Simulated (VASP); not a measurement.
# BAs (F-43m) in VASP: notebook

The runs below take BAs through relaxation of cell and atoms, with PBEsol, PBE.

Program: VASP 6.6.1. These are calculated values, not measurements. Logs are shortened: lines on timing, memory, paths and dates and some standing lists are left out, and cuts for length are marked.

### Step 1. The structure

The structure is cubic, space group F-43m (No. 216). The conventional cell has a = 4.777 Å, b = 4.777 Å, c = 4.777 Å, α = 90.00°, β = 90.00°, γ = 90.00°. Around B (site symmetry -43m) lie 4 As at 2.07 Å. As (site symmetry -43m) is surrounded by 4 B at 2.07 Å.

### Step 2. Relaxation of cell and atoms, PBEsol

INCAR

```
SYSTEM = BAs
  PREC = Accurate
  ENCUT = 600
  EDIFF = 1E-7
  ISMEAR = 0
  SIGMA = 0.03
  LREAL = .FALSE.
  LASPH = .TRUE.
  NELM = 80
  ALGO = Normal
  ISIF = 3
  LWAVE = .FALSE.
  LCHARG = .FALSE.
  GGA = PS
  IBRION = 2
  NSW = 90
  EDIFFG = -0.005
  KPAR = 4
```

KPOINTS

```
regular mesh
0
G
  10 10 10
  0 0 0
```

POSCAR

```
BAs                                     
1.0
    0.0000000000      2.3885000000      2.3885000000
    2.3885000000      0.0000000000      2.3885000000
    2.3885000000      2.3885000000      0.0000000000
  B               As            
     1     1
Direct
     0.0000000000000000    0.0000000000000000    0.0000000000000000
     0.2500000000000000    0.2500000000000000    0.2500000000000000
```

Potentials or basis: VASP PAW PBE potentials, release 64 (B, As).

On the command line:

```bash
$ cat potpaw_PBE.64/B/POTCAR potpaw_PBE.64/As/POTCAR > POTCAR
$ mpirun -np 4 vasp_std > vasp.out
```

OUTCAR:

```text
SYSTEM = BAs
   PREC = Accurate
   ENCUT = 600
   EDIFF = 1E-7
   ISMEAR = 0
   LREAL = .FALSE.
   LASPH = .TRUE.
   NELM = 80
   ISIF = 3
   GGA = PS
   IBRION = 2
   NSW = 90
   EDIFFG = -0.005

 ion  position               nearest neighbor table
   1  0.000  0.000  0.000-   2 2.07   2 2.07   2 2.07   2 2.07
   2  0.250  0.250  0.250-   1 2.07   1 2.07   1 2.07   1 2.07

  LATTYP: Found a face centered cubic cell.
 ALAT       =     4.7770000000

  Lattice vectors:

 A1 = (   0.0000000000,   2.3885000000,   2.3885000000)
 A2 = (   2.3885000000,   0.0000000000,   2.3885000000)
 A3 = (   2.3885000000,   2.3885000000,   0.0000000000)

Analysis of symmetry for initial positions (statically):
=====================================================================
 Subroutine PRICEL returns:
 Original cell was already a primitive cell.

 Routine SETGRP: Setting up the symmetry group for a
 face centered cubic supercell.

 Subroutine GETGRP returns: Found 24 space group operations
 (whereof 24 operations were pure point group operations)
 out of a pool of 48 trial point group operations.

The static configuration has the point symmetry T_d .

Analysis of symmetry for dynamics (positions and initial velocities):
=====================================================================
 Subroutine PRICEL returns:
 Original cell was already a primitive cell.

 Routine SETGRP: Setting up the symmetry group for a
 face centered cubic supercell.

 Subroutine GETGRP returns: Found 24 space group operations
 (whereof 24 operations were pure point group operations)
 out of a pool of 48 trial point group operations.

The dynamic configuration has the point symmetry T_d .

 Subroutine INISYM returns: Found 24 space group operations
 (whereof 24 operations are pure point group operations),
 and found     1 'primitive' translations

----------------------------------------------------------------------------------------

                                     Primitive cell

  volume of cell :      27.2525

  direct lattice vectors                    reciprocal lattice vectors
     0.000000000  2.388500000  2.388500000    -0.209336404  0.209336404  0.209336404
[... 83 lines left out ...]
   LASPH  =      T    aspherical Exc in radial PAW
   ENCUT  =  600.0 eV  44.10 Ry    6.64 a.u.   6.75  6.75  6.75*2*pi/ulx,y,z
   NELM   =     80;   NELMIN=  2; NELMDL= -5     # of ELM steps
   EDIFF  = 0.1E-06   stopping-criterion for ELM
   LREAL  =      F    real-space projection
   EDIFFG = -.5E-02   stopping-criterion for IOM
   NSW    =     90    number of steps for IOM
   IBRION =      2    ionic relax: 0-MD 1-quasi-New 2-CG
   NFREE  =      1    steps in history (QN), initial steepest desc. (CG)
   ISIF   =      3    stress and relaxation
   ISYM   =      2    0-nonsym 1-usesym 2-fastsym
   POTIM  = 0.5000    time-step for ionic-motion
   TEBEG  =    0.0;   TEEND  =   0.0 temperature during run
   PSTRESS=    0.0 pullay stress
   NELECT =       8.0000    total number of electrons
   NUPDOWN=      -1.0000    fix difference up-down
   EMIN   =  10.00;   EMAX   =-10.00  energy-range for DOS
   EFERMI =   0.00;   METHOD = LEGACY
   ISMEAR =     0;   SIGMA  =   0.03  broadening in eV -4-tet -1-fermi 0-gaus
   EFERMI_NEDOS =   21; number of points for ismear=-14 and -15
   IALGO  =     38    algorithm
   IMIX   =      4    mixing-type and parameters
     AMIX     =   0.40;   BMIX     =  1.00
     AMIX_MAG =   1.60;   BMIX_MAG =  1.00
  volume/ion in A,a.u.               =      13.63        91.95
  Fermi-wavevector in a.u.,A,eV,Ry     =   1.088018  2.056057 16.106360  1.183784
  Thomas-Fermi vector in A             =   2.224191
   LORBIT       =      0    0 simple, 1 ext, 2 COOP (PROOUT), +10 PAW based schemes
   GGA     = PS    functional components
   LHFCALC =     F    Hartree Fock is set to
   AEXX    =    0.0000 exact exchange contribution
   IVDW    =     0    specifies the selected vdW correction
   LEPSILON=     F    determine dielectric tensor
   LRPA    =     F    only Hartree local field effects (RPA)
 conjugate gradient relaxation of ions
 non-spin polarized calculation
 Gauss-broadening in eV      SIGMA  =   0.03
  energy-cutoff  :      600.00
  volume of cell :       27.25
 maximum number of plane-waves:       941
   NGX = 13   NGY = 13   NGZ = 13

 number of electron       8.0000000 magnetization

 Free energy of the ion-electron system (eV)
  ---------------------------------------------------
  ext. energy  EPLUGINS =         0.00000000
  ---------------------------------------------------
  free energy    TOTEN  =       -12.20477752 eV

  energy without entropy =      -12.20477752  energy(sigma->0) =      -12.20477752

 E-fermi :   6.2573     XC(G=0): -10.7310

 val. band max:        6.0434888077   @ k =   0.0000   0.0000   0.0000
 cond. band min:       7.1198364605   @ k =   0.4000   0.4000   0.0000
 fundamental gap:      1.0763476528
 Fermi energy:         6.2572864170

 k-point     1 :       0.0000    0.0000    0.0000
  band No.  band energies     occupation
      1      -9.3931      2.00000
      2       6.0435      2.00000
      3       6.0435      2.00000
      4       6.0435      2.00000
      5       9.2834      0.00000
      6       9.2834      0.00000
      7       9.2834      0.00000
      8      10.7256      0.00000
[... 243 lines left out ...]
 k-point    24 :       0.4000    0.3000    0.0000
  band No.  band energies     occupation
      1      -6.7432      2.00000
      2      -0.4168      2.00000
      3       2.0340      2.00000
      4       2.5345      2.00000
      5       7.6502      0.00000
      6       9.3358      0.00000
      7      14.8455      0.00000
      8      15.0844      0.00000

 [... further k-points ...]
[... 5 lines left out ...]
  --------------------------------------------------------------------------------------
  -------------------------------------------------------------------------------------
  Total        0.0089441      0.0089441      0.0089441      0.0000000      0.0000000      0.0000000
  in kB        0.5258272      0.5258272      0.5258272      0.0000000      0.0000000      0.0000000
  external PRESSURE =       0.5258272 kB  Pullay stress =       0.0000000 kB

 VOLUME and BASIS-vectors are now :
 -----------------------------------------------------------------------------
  energy-cutoff  :      600.00
  volume of cell :       27.25
      direct lattice vectors                 reciprocal lattice vectors
     0.000000000  2.388500000  2.388500000    -0.209336404  0.209336404  0.209336404
     2.388500000  0.000000000  2.388500000     0.209336404 -0.209336404  0.209336404
     2.388500000  2.388500000  0.000000000     0.209336404  0.209336404 -0.209336404

 POSITION                                       TOTAL-FORCE (eV/Angst)
 -----------------------------------------------------------------------------------
      0.00000      0.00000      0.00000         0.000000      0.000000      0.000000
      1.19425      1.19425      1.19425        -0.000000     -0.000000     -0.000000
 -----------------------------------------------------------------------------------
    total drift:                               -0.000000     -0.000000     -0.000000

  FREE ENERGIE OF THE ION-ELECTRON SYSTEM (eV)
  ---------------------------------------------------
  free  energy   TOTEN  =       -12.2047775230 eV

  energy  without entropy=      -12.2047775230  energy(sigma->0) =      -12.20477752

 reached required accuracy - stopping structural energy minimisation
```

Wall time 9.3 s (4 MPI ranks of Intel Xeon Platinum 8175M at 2.50GHz (Skylake/Cascade Lake), shared host); peak memory 0.15 GiB.

Results:

```
Free energy             : -12.2048 eV
Pressure after relaxing : 0.1 GPa
Band gap on the k mesh  : 1.08 eV, indirect (least direct gap 3.24 eV)
```

Final structure:
```
B As
1.0
     0.00000    2.38850    2.38850
     2.38850    0.00000    2.38850
     2.38850    2.38850    0.00000
B As
1 1
Direct
  0.00000 0.00000 0.00000
  0.25000 0.25000 0.25000
```

Caveat: the relaxation stopped at its first step, so nothing moved; the PAW data sets were made with another functional, which shifts forces and pressure a little.

### Step 3. Relaxation of cell and atoms, PBE

INCAR

```
SYSTEM = BAs
  PREC = Accurate
  ENCUT = 600
  EDIFF = 1E-6
  ISMEAR = 0
  SIGMA = 0.03
  LREAL = .FALSE.
  LASPH = .TRUE.
  NELM = 80
  ALGO = Normal
  ISIF = 3
  LWAVE = .FALSE.
  LCHARG = .FALSE.
  GGA = PE
  IBRION = 2
  NSW = 90
  EDIFFG = -0.01
```

KPOINTS is that of step 2.

POSCAR

```
BAs
1.0
    0.0000000000      2.3885000000      2.3885000000
    2.3885000000      0.0000000000      2.3885000000
    2.3885000000      2.3885000000      0.0000000000
B As
1 1
Direct
    0.0000000000      0.0000000000      0.0000000000
    0.2500000000      0.2500000000      0.2500000000
```

Potentials or basis: VASP PAW PBE potentials, release 64 (B, As).

On the command line:

```bash
$ cat potpaw_PBE.64/B/POTCAR potpaw_PBE.64/As/POTCAR > POTCAR
$ mpirun -np 1 vasp_std > vasp.out
```

It took 16 s on 1 thread of Intel Xeon Platinum 8488C (Sapphire Rapids), shared host; peak memory 0.17 GiB.

Results (log left out):

```yaml
Free_energy: -11.4144 eV
Relaxed_volume: 13.97 Å³/atom
Relaxed_cell: a = 3.406 Å, b = 3.406 Å, c = 3.406 Å, α = 60.00°, β = 60.00°, γ = 60.00°
Space_group_after_relaxing_to_0.05_Å: F-43m (No. 216)
Energy_gained_by_relaxing: 3.5 meV/atom
Ionic_steps: 3
Pressure_after_relaxing: 0.0 GPa
Band_gap_on_the_k_mesh: 1.20 eV, indirect (least direct gap 3.25 eV)
```

The path:
| step | energy change (eV) | largest force (eV/Å) | pressure (GPa) | volume (Å³) |
| --- | --- | --- | --- | --- |
| 1 | 0.0000 | 0.0000 | 3.42 | 27.25 |
| 2 | -0.0037 | 0.0000 | -2.18 | 28.42 |
| 3 | -0.0071 | 0.0000 | 0.01 | 27.93 |

Final structure:
```
B As
1.0
     0.00000    2.40817    2.40817
     2.40817    0.00000    2.40817
     2.40817    2.40817    0.00000
B As
1 1
Cartesian
  0.0000 0.0000 0.0000
  1.2041 1.2041 1.2041
```

Levels at points of the mesh, in eV from the valence-band top:
```tsv
k point	band 1	band 2	band 3	band 4	band 5	band 6	band 7	band 8
(0.00, 0.00, 0.00)	-15.18	0.00	0.00	0.00	3.25	3.25	3.25	4.38
(0.50, 0.00, 0.00)	-12.40	-8.61	-1.78	-1.78	2.55	4.75	4.75	8.82
(0.50, 0.50, 0.00)	-11.12	-8.39	-3.98	-3.98	1.46	1.46	11.13	11.13
```

### Step 4. Relaxation of cell and atoms, PBE

This run uses another cell than the first one, of 13.97 Å³/atom, 1.025 times its volume.

INCAR, as its differences from that of step 3:

```diff
@@ -3,3 +3,3 @@
   ENCUT = 600
-  EDIFF = 1E-6
+  EDIFF = 1E-7
   ISMEAR = 0
@@ -16,2 +16,2 @@
   NSW = 90
-  EDIFFG = -0.01
+  EDIFFG = -0.005
```

KPOINTS is that of step 3.

POSCAR

```
BAs                                     
1.0
    0.0000000000      2.4081703798      2.4081703798
    2.4081703798      0.0000000000      2.4081703798
    2.4081703798      2.4081703798      0.0000000000
  B               As            
     1     1
Direct
     0.0000000000000000    0.0000000000000000    0.0000000000000000
     0.2500000000000000    0.2500000000000000    0.2500000000000000
```

Potentials or basis: VASP PAW PBE potentials, release 64 (B, As).

On the command line:

```bash
$ cat potpaw_PBE.64/B/POTCAR potpaw_PBE.64/As/POTCAR > POTCAR
$ mpirun -np 1 vasp_std > vasp.out
```

OUTCAR:

```text
SYSTEM = BAs
   PREC = Accurate
   ENCUT = 600
   EDIFF = 1E-7
   ISMEAR = 0
   LREAL = .FALSE.
   LASPH = .TRUE.
   NELM = 80
   ISIF = 3
   GGA = PE
   IBRION = 2
   NSW = 90
   EDIFFG = -0.005

 ion  position               nearest neighbor table
   1  0.000  0.000  0.000-   2 2.09   2 2.09   2 2.09   2 2.09
   2  0.250  0.250  0.250-   1 2.09   1 2.09   1 2.09   1 2.09

  LATTYP: Found a face centered cubic cell.
 ALAT       =     4.8163407596

  Lattice vectors:
[... 445 lines left out ...]
      3       1.9823      2.00000
      4       2.4595      2.00000
      5       7.5661      0.00000
      6       9.2434      0.00000
      7      14.5188      0.00000
      8      14.7645      0.00000

 [... further k-points ...]
[... 5 lines left out ...]
  --------------------------------------------------------------------------------------
  -------------------------------------------------------------------------------------
  Total        0.0008079      0.0008079      0.0008079      0.0000000      0.0000000      0.0000000
  in kB        0.0463438      0.0463438      0.0463438      0.0000000      0.0000000      0.0000000
  external PRESSURE =       0.0463438 kB  Pullay stress =       0.0000000 kB

 VOLUME and BASIS-vectors are now :
 -----------------------------------------------------------------------------
  energy-cutoff  :      600.00
  volume of cell :       27.93
      direct lattice vectors                 reciprocal lattice vectors
     0.000000000  2.408170380  2.408170380    -0.207626505  0.207626505  0.207626505
     2.408170380  0.000000000  2.408170380     0.207626505 -0.207626505  0.207626505
     2.408170380  2.408170380  0.000000000     0.207626505  0.207626505 -0.207626505

 POSITION                                       TOTAL-FORCE (eV/Angst)
 -----------------------------------------------------------------------------------
      0.00000      0.00000      0.00000         0.000000      0.000000     -0.000000
      1.20409      1.20409      1.20409        -0.000000     -0.000000      0.000000
 -----------------------------------------------------------------------------------
    total drift:                               -0.000000     -0.000000     -0.000000

  FREE ENERGIE OF THE ION-ELECTRON SYSTEM (eV)
  ---------------------------------------------------
  free  energy   TOTEN  =       -11.4145309863 eV

  energy  without entropy=      -11.4145309863  energy(sigma->0) =      -11.41453099

 reached required accuracy - stopping structural energy minimisation
```

OSZICAR:

```text
N       E                     dE             d eps       ncg     rms          rms(c)
DAV:   1     0.153223217879E+02    0.15322E+02   -0.42122E+03   752   0.979E+02
DAV:   2    -0.116144449059E+02   -0.26937E+02   -0.26020E+02  1144   0.113E+02
DAV:   3    -0.120066087204E+02   -0.39216E+00   -0.39216E+00   872   0.181E+01
DAV:   4    -0.120072951765E+02   -0.68646E-03   -0.68646E-03  1104   0.784E-01
DAV:   5    -0.120072954303E+02   -0.25378E-06   -0.25378E-06   864   0.116E-02    0.476E+00
DAV:   6    -0.114746990027E+02    0.53260E+00   -0.17539E+00   784   0.678E+00    0.236E+00
DAV:   7    -0.114206775097E+02    0.54021E-01   -0.18778E-01  1064   0.264E+00    0.938E-01
DAV:   8    -0.114140152434E+02    0.66623E-02   -0.21242E-02   808   0.102E+00    0.112E-01
DAV:   9    -0.114143401832E+02   -0.32494E-03   -0.61438E-04   968   0.199E-01    0.626E-02
DAV:  10    -0.114145255833E+02   -0.18540E-03   -0.29559E-04   864   0.127E-01    0.159E-02
DAV:  11    -0.114145312705E+02   -0.56872E-05   -0.11486E-05  1144   0.266E-02    0.130E-02
DAV:  12    -0.114145309780E+02    0.29254E-06   -0.24988E-06   808   0.112E-02    0.221E-03
DAV:  13    -0.114145309863E+02   -0.82886E-08   -0.77513E-08   712   0.226E-03
   1 F= -.11414531E+02 E0= -.11414531E+02  d E =-.114145E+02
```

Run time: 8.8 s. Hardware: 1 thread of Intel Xeon Platinum 8488C (Sapphire Rapids), shared host; peak memory 0.16 GiB.

What came out:

```
Free energy             : -11.4145 eV
Pressure after relaxing : 0.0 GPa
Band gap on the k mesh  : 1.20 eV, indirect (least direct gap 3.25 eV)
```

Final structure:
```xyz
2
Lattice="0.0000 2.4082 2.4082 2.4082 0.0000 2.4082 2.4082 2.4082 0.0000" Properties=species:S:1:pos:R:3 pbc="T T T"
B     0.0000    0.0000    0.0000
As    1.2041    1.2041    1.2041
```

Levels at points of the mesh, in eV from the valence-band top:
```tsv
k point	band 2	band 3	band 4	band 5	band 6	band 7
(0.00, 0.00, 0.00)	0.00	0.00	0.00	3.25	3.25	3.25
(0.50, 0.00, 0.00)	-8.61	-1.78	-1.78	2.55	4.75	4.75
(0.50, 0.50, 0.00)	-8.39	-3.98	-3.98	1.46	1.46	11.13
```

Caveat: the relaxation stopped at its first step, so nothing moved.
